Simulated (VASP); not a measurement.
# Sb (Pm-3m) in VASP: a series of runs

The runs below take Sb through molecular dynamics, single point, with LDA.

Program: VASP 6.6.1. These are calculated values, not measurements. Logs are shortened: lines on timing, memory, paths and dates and some standing lists are left out, and cuts for length are marked.

## 1. The crystal as given

The structure is cubic, space group Pm-3m (No. 221). Conventional cell: a = 3.160 Å, b = 3.160 Å, c = 3.160 Å, α = 90.00°, β = 90.00°, γ = 90.00°. Sb (site symmetry m-3m) has 6 Sb at 3.16 Å as nearest neighbours.

This isn't the form of Sb at room conditions, which is rhombohedral.

## 2. Molecular dynamics, LDA

Input file INCAR:

```
  PREC = Accurate
  ENCUT = 520
  EDIFF = 1E-5
  ISMEAR = -1
  SIGMA = 0.08
  LREAL = F
  LASPH = T
  NELM = 100
  ALGO = Fast
  ISIF = 2
  LWAVE = F
  LCHARG = F
  GGA = CA
  IBRION = 0
  NSW = 15
  POTIM = 2.0
  TEBEG = 500.0
  TEEND = 500.0
  ISYM = 0
  NELMIN = 4
  RANDOM_SEED = 226230 0 0
  MDALGO = 1
  ANDERSEN_PROB = 0.0
```

Input file KPOINTS:

```
Automatic mesh
0
Gamma
  3 3 6
```

Input file POSCAR:

```
Sb
1.0
    6.3200000000      0.0000000000      0.0000000000
    0.0000000000      6.3200000000      0.0000000000
    0.0000000000      0.0000000000      3.1600000000
Sb
4
Direct
    0.0000000000      0.0000000000      0.0000000000
    0.0000000000      0.5000000000      0.0000000000
    0.5000000000      0.0000000000      0.0000000000
    0.5000000000      0.5000000000      0.0000000000
```

Potentials or basis: VASP PAW LDA potentials, release 64 (Sb).

On the command line:

```console
$ cat potpaw_LDA.64/Sb/POTCAR > POTCAR
$ mpirun -np 1 vasp_std > vasp.out
```

OUTCAR:

```text
PREC = Accurate
   ENCUT = 520
   EDIFF = 1E-5
   ISMEAR = -1
   LREAL = F
   LASPH = T
   NELM = 100
   ISIF = 2
   GGA = CA
   IBRION = 0
   NSW = 15
   POTIM = 2.0
   TEBEG = 500.0
   ISYM = 0
   NELMIN = 4

 ion  position               nearest neighbor table
   1  0.000  0.000  0.000-   2 3.16   3 3.16   2 3.16   3 3.16
   2  0.000  0.500  0.000-   1 3.16   4 3.16   1 3.16   4 3.16
   3  0.500  0.000  0.000-   1 3.16   4 3.16   4 3.16   1 3.16
   4  0.500  0.500  0.000-   2 3.16   3 3.16   3 3.16   2 3.16

IMPORTANT INFORMATION: All symmetrisations will be switched off!
NOSYMM: (Re-)initialisation of all symmetry stuff for point group C_1.

----------------------------------------------------------------------------------------

                                     Primitive cell

  volume of cell :     126.2180

  direct lattice vectors                    reciprocal lattice vectors
     6.320000000  0.000000000  0.000000000     0.158227848  0.000000000  0.000000000
     0.000000000  6.320000000  0.000000000     0.000000000  0.158227848  0.000000000
     0.000000000  0.000000000  3.160000000     0.000000000  0.000000000  0.316455696

  length of vectors
     6.320000000  6.320000000  3.160000000     0.158227848  0.158227848  0.316455696

  position of ions in fractional coordinates (direct lattice)
     0.000000000  0.000000000  0.000000000
     0.000000000  0.500000000  0.000000000
     0.500000000  0.000000000  0.000000000
     0.500000000  0.500000000  0.000000000

  ion indices of the primitive-cell ions
   primitive index   ion index
                 1           1
                 2           2
                 3           3
                 4           4

----------------------------------------------------------------------------------------

 KPOINTS: Automatic mesh

Automatic generation of k-mesh.
 Grid dimensions read from file:
 generate k-points for:    3    3    6

 Generating k-lattice:

  Cartesian coordinates                     Fractional coordinates (reciprocal lattice)
     0.052742616  0.000000000  0.000000000     0.333333333  0.000000000  0.000000000
     0.000000000  0.052742616  0.000000000     0.000000000  0.333333333  0.000000000
     0.000000000  0.000000000  0.052742616     0.000000000  0.000000000  0.166666667

  Length of vectors
     0.052742616  0.052742616  0.052742616

  Shift w.r.t. Gamma in fractional coordinates (k-lattice)
     0.000000000  0.000000000  0.000000000

 Subroutine IBZKPT returns following result:
 ===========================================

 Found     28 irreducible k-points:

 Following reciprocal coordinates:
            Coordinates               Weight
  0.000000  0.000000  0.000000      1.000000
  0.333333  0.000000  0.000000      2.000000
  0.000000  0.333333  0.000000      2.000000
  0.333333  0.333333  0.000000      2.000000
 -0.333333  0.333333  0.000000      2.000000
  0.000000  0.000000  0.166667      2.000000
[... 16 lines left out ...]
  0.333333 -0.333333  0.333333      2.000000
  0.000000  0.000000  0.500000      1.000000
 [... further k-points ...]
   k-points           NKPTS =     28   k-points in BZ     NKDIM =     28   number of bands    NBANDS=     14
   number of dos      NEDOS =    301   number of ions     NIONS =      4
   total plane-waves  NPLWV =  55296
   dimension x,y,z NGX =    48 NGY =   48 NGZ =   24
   dimension x,y,z NGXF=    96 NGYF=   96 NGZF=   48
   ions per type =               4
   NGX,Y,Z   is equivalent  to a cutoff of  12.63, 12.63, 12.63 a.u.
   NGXF,Y,Z  is equivalent  to a cutoff of  25.25, 25.25, 25.25 a.u.
 SYSTEM =  unknown system
   PREC   = accura    normal or accurate (medium, high low for compatibility)
   ISTART =      0    job   : 0-new  1-cont  2-samecut
   ICHARG =      2    charge: 1-file 2-atom 10-const
   ISPIN  =      1    spin polarized calculation?
   LNONCOLLINEAR =      F non collinear calculations
   LSORBIT =      F    spin-orbit coupling
   LASPH  =      T    aspherical Exc in radial PAW
   ENCUT  =  520.0 eV  38.22 Ry    6.18 a.u.  11.75 11.75  5.88*2*pi/ulx,y,z
   NELM   =    100;   NELMIN=  4; NELMDL= -5     # of ELM steps
   EDIFF  = 0.1E-04   stopping-criterion for ELM
   LREAL  =      F    real-space projection
   EDIFFG = 0.1E-03   stopping-criterion for IOM
   NSW    =     15    number of steps for IOM
   IBRION =      0    ionic relax: 0-MD 1-quasi-New 2-CG
   NFREE  =      0    steps in history (QN), initial steepest desc. (CG)
   ISIF   =      2    stress and relaxation
   ISYM   =      0    0-nonsym 1-usesym 2-fastsym
   POTIM  = 2.0000    time-step for ionic-motion
   TEBEG  =  500.0;   TEEND  = 500.0 temperature during run
   PSTRESS=    0.0 pullay stress
   NELECT =      20.0000    total number of electrons
   NUPDOWN=      -1.0000    fix difference up-down
   EMIN   =  10.00;   EMAX   =-10.00  energy-range for DOS
   EFERMI =   0.00;   METHOD = LEGACY
   ISMEAR =    -1;   SIGMA  =   0.08  broadening in eV -4-tet -1-fermi 0-gaus
   EFERMI_NEDOS =   21; number of points for ismear=-14 and -15
   IALGO  =     68    algorithm
   IMIX   =      4    mixing-type and parameters
     AMIX     =   0.40;   BMIX     =  1.00
     AMIX_MAG =   1.60;   BMIX_MAG =  1.00
  volume/ion in A,a.u.               =      31.55       212.94
  Fermi-wavevector in a.u.,A,eV,Ry     =   0.885886  1.674081 10.677766  0.784794
  Thomas-Fermi vector in A             =   2.006979
   LORBIT       =      0    0 simple, 1 ext, 2 COOP (PROOUT), +10 PAW based schemes
   GGA     = CA    functional components
   LHFCALC =     F    Hartree Fock is set to
   AEXX    =    0.0000 exact exchange contribution
   IVDW    =     0    specifies the selected vdW correction
   LEPSILON=     F    determine dielectric tensor
   LRPA    =     F    only Hartree local field effects (RPA)
 molecular dynamics for ions
 non-spin polarized calculation
 RMM-DIIS sequential band-by-band and
  energy-cutoff  :      520.00
  volume of cell :      126.22
 maximum number of plane-waves:      3436
   NGX = 23   NGY = 23   NGZ = 11

--------------------------------------- Ionic step        1  -------------------------------------------

 number of electron      20.0000004 magnetization

 Free energy of the ion-electron system (eV)
  ---------------------------------------------------
  ext. energy  EPLUGINS =         0.00000000
  ---------------------------------------------------
  free energy    TOTEN  =       -19.07084366 eV

  energy without entropy =      -19.01792376  energy(sigma->0) =      -19.04438371

------------------------ aborting loop because EDIFF is reached ----------------------------------------

  FORCE on cell =-STRESS in cart. coord.  units (eV):
  Direction    XX          YY          ZZ          XY          YZ          ZX
  --------------------------------------------------------------------------------------
  -------------------------------------------------------------------------------------
  Total       -3.8632696     -3.8634141     -3.8632512     -0.0000186     -0.0000058     -0.0000058
  in kB      -49.0393112    -49.0411453    -49.0390779     -0.0002367     -0.0000741     -0.0000739
  external PRESSURE =     -49.0398448 kB  Pullay stress =       0.0000000 kB
[... 121 lines left out ...]
  ENERGY OF THE ELECTRON-ION-THERMOSTAT SYSTEM (eV)
  ---------------------------------------------------
% ion-electron   TOTEN  =       -19.070646  see above
  kinetic energy EKIN   =         0.193667
  kin. lattice  EKIN_LAT=         0.000000  (temperature  499.42 K)
  nose potential ES     =         0.000000
  nose kinetic   EPS    =         0.000000
  ---------------------------------------------------
  total energy   ETOTAL =       -18.876979 eV

[... ionic steps 4 to 12 ...]

--------------------------------------- Ionic step       13  -------------------------------------------

 number of electron      19.9999999 magnetization

------------------------ aborting loop because EDIFF is reached ----------------------------------------

  FORCE on cell =-STRESS in cart. coord.  units (eV):
  Direction    XX          YY          ZZ          XY          YZ          ZX
  --------------------------------------------------------------------------------------
  -------------------------------------------------------------------------------------
  Total       -3.7821023     -3.6336407     -3.7067852      0.0478764     -0.0041818     -0.0166436
  in kB      -48.0089948    -46.1244629    -47.0529397      0.6077305     -0.0530830     -0.2112693
  external PRESSURE =     -47.0621325 kB  Pullay stress =       0.0000000 kB
[... 73 lines left out ...]
  ENERGY OF THE ELECTRON-ION-THERMOSTAT SYSTEM (eV)
  ---------------------------------------------------
% ion-electron   TOTEN  =       -19.061908  see above
  kinetic energy EKIN   =         0.184933
  kin. lattice  EKIN_LAT=         0.000000  (temperature  476.90 K)
  nose potential ES     =         0.000000
  nose kinetic   EPS    =         0.000000
  ---------------------------------------------------
  total energy   ETOTAL =       -18.876975 eV

--------------------------------------- Ionic step       15  -------------------------------------------

 number of electron      20.0000000 magnetization

 Free energy of the ion-electron system (eV)
  ---------------------------------------------------
  ext. energy  EPLUGINS =         0.00000000
  ---------------------------------------------------
  free energy    TOTEN  =       -19.06038151 eV

  energy without entropy =      -19.00888991  energy(sigma->0) =      -19.03463571

 E-fermi :   6.5199     XC(G=0):  -9.5605

 val. band max:        6.4302941819   @ k =   0.3333   0.0000   0.3333
 cond. band min:       6.5935083620   @ k =   0.3333   0.0000   0.1667
 fundamental gap:      0.1632141802
 Fermi energy:         6.5198700265

 k-point     1 :       0.0000    0.0000    0.0000
  band No.  band energies     occupation
      1      -5.6923      2.00000
      2      -3.4996      2.00000
      3      -3.4597      2.00000
      4      -1.1463      2.00000
      5       1.1303      2.00000
      6       1.1460      2.00000
      7       3.0203      2.00000
      8       3.0598      2.00000
      9       8.5197      0.00000
     10       9.3897      0.00000
     11       9.4238      0.00000
     12       9.5507      0.00000
     13      11.1766      0.00000
     14      11.2213      0.00000
[... 375 lines left out ...]
 k-point    24 :       0.0000    0.0000    0.5000
  band No.  band energies     occupation
      1      -3.4864      2.00000
      2      -1.2002      2.00000
      3      -1.1469      2.00000
      4       1.1173      2.00000
      5       1.3763      2.00000
      6       3.0173      2.00000
      7       3.0425      2.00000
      8       3.0472      2.00000
      9       3.0691      2.00000
     10       4.7921      2.00000
     11       4.8164      2.00000
     12       4.8423      2.00000
     13       8.6725      0.00000
     14       8.7114      0.00000

 [... further k-points ...]

------------------------ aborting loop because EDIFF is reached ----------------------------------------

  FORCE on cell =-STRESS in cart. coord.  units (eV):
  Direction    XX          YY          ZZ          XY          YZ          ZX
  --------------------------------------------------------------------------------------
  -------------------------------------------------------------------------------------
  Total       -3.7581958     -3.5524611     -3.6561903      0.0638765     -0.0051610     -0.0222413
  in kB      -47.7055322    -45.0939915    -46.4107019      0.8108315     -0.0655118     -0.2823253
  external PRESSURE =     -46.4034086 kB  Pullay stress =       0.0000000 kB
[... 25 lines left out ...]
  ENERGY OF THE ELECTRON-ION-THERMOSTAT SYSTEM (eV)
  ---------------------------------------------------
% ion-electron   TOTEN  =       -19.060382  see above
  kinetic energy EKIN   =         0.183408
  kin. lattice  EKIN_LAT=         0.000000  (temperature  472.97 K)
  nose potential ES     =         0.000000
  nose kinetic   EPS    =         0.000000
  ---------------------------------------------------
  total energy   ETOTAL =       -18.876974 eV
```

Wall time 3 min (1 thread of Intel Xeon Platinum 8375C at 2.90GHz (Ice Lake), shared host); peak memory 0.26 GiB.

The path:
| step | potential energy change (eV) | largest force (eV/Å) | pressure (GPa) | volume (Å³) | temperature (K) |
| --- | --- | --- | --- | --- | --- |
| 1 | 0.0000 | 0.0000 | -4.90 | 126.22 | 500 |
| 2 | 0.0000 | 0.0098 | -4.90 | 126.22 | 500 |
| 3 | 0.0002 | 0.0169 | -4.89 | 126.22 | 499 |
| 4 | 0.0004 | 0.0246 | -4.89 | 126.22 | 499 |
| 5 | 0.0008 | 0.0332 | -4.88 | 126.22 | 498 |
| 6 | 0.0013 | 0.0423 | -4.86 | 126.22 | 497 |
| 7 | 0.0018 | 0.0512 | -4.85 | 126.22 | 495 |
| 8 | 0.0025 | 0.0602 | -4.83 | 126.22 | 494 |
| 9 | 0.0033 | 0.0697 | -4.81 | 126.22 | 492 |
| 10 | 0.0041 | 0.0797 | -4.79 | 126.22 | 489 |
| 11 | 0.0052 | 0.0903 | -4.76 | 126.22 | 487 |
| 12 | 0.0063 | 0.1013 | -4.74 | 126.22 | 484 |
| 13 | 0.0075 | 0.1128 | -4.71 | 126.22 | 480 |
| 14 | 0.0089 | 0.1247 | -4.67 | 126.22 | 477 |
| 15 | 0.0105 | 0.1376 | -4.64 | 126.22 | 473 |

(Continued in part 2 of 2.)
